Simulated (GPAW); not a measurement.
Crystal: BaTiO3.

```
Ba Ti O
1.0
     2.82737    1.63238    2.31839
    -2.82737    1.63238    2.31839
     0.00000   -3.26476    2.31839
Ba Ti O
1 1 3
Direct
  0.00000 0.00000 0.00000
  0.48450 0.48450 0.48450
  0.50860 0.01750 0.50860
  0.50860 0.50860 0.01750
  0.01750 0.50860 0.50860
```

```yaml
Program: GPAW 26.7.0
Task: relaxation of cell and atoms
Functional: revTPSS
Dispersion: D3
Potentials_or_basis: GPAW PAW data sets (gpaw-data 1.2.1)
Cutoff: 800 eV
Basis: pw
k_mesh: 4 × 4 × 4
Occupations: fermi-dirac, width 0.05 eV
Spin: no spin polarisation
```

At the start: pressure 0.5 GPa; volume 12.84 Å³/atom.

Where does the relaxation end?

Over 10 steps the energy falls by 3.5 meV/atom and the volume is 12.72 Å³/atom (-1.0 %); space group R3m (No. 160, to 0.05 Å).

Step by step:
```tsv
step	energy change (eV)	largest force (eV/Å)	pressure (GPa)	volume (Å³)
1	0.0000	0.4328	0.49	64.20
2	-0.0066	0.3245	-0.01	64.22
3	-0.0147	0.1038	-1.00	64.22
4	-0.0155	0.0612	-1.07	64.17
5	-0.0163	0.0550	-0.96	64.03
6	-0.0170	0.0552	-0.60	63.83
7	-0.0173	0.0587	-0.16	63.64
8	-0.0174	0.0465	0.05	63.58
9	-0.0175	0.0320	0.10	63.57
10	-0.0175	0.0192	0.09	63.58
```

Final structure:
```xyz
5
Lattice="2.8200 1.6281 2.3080 -2.8200 1.6281 2.3080 0.0000 -3.2563 2.3080" Properties=species:S:1:pos:R:3 pbc="T T T"
Ba    0.0000    0.0000   -0.0018
Ti    0.0000    0.0000    3.3995
O     1.4006   -0.8086    2.3739
O     0.0000    1.6172    2.3739
O    -1.4006   -0.8086    2.3739
```

Caveat: the k mesh is coarse; later steps reuse the first step's grids; the PAW data sets were made with another functional, which shifts forces and pressure a little.
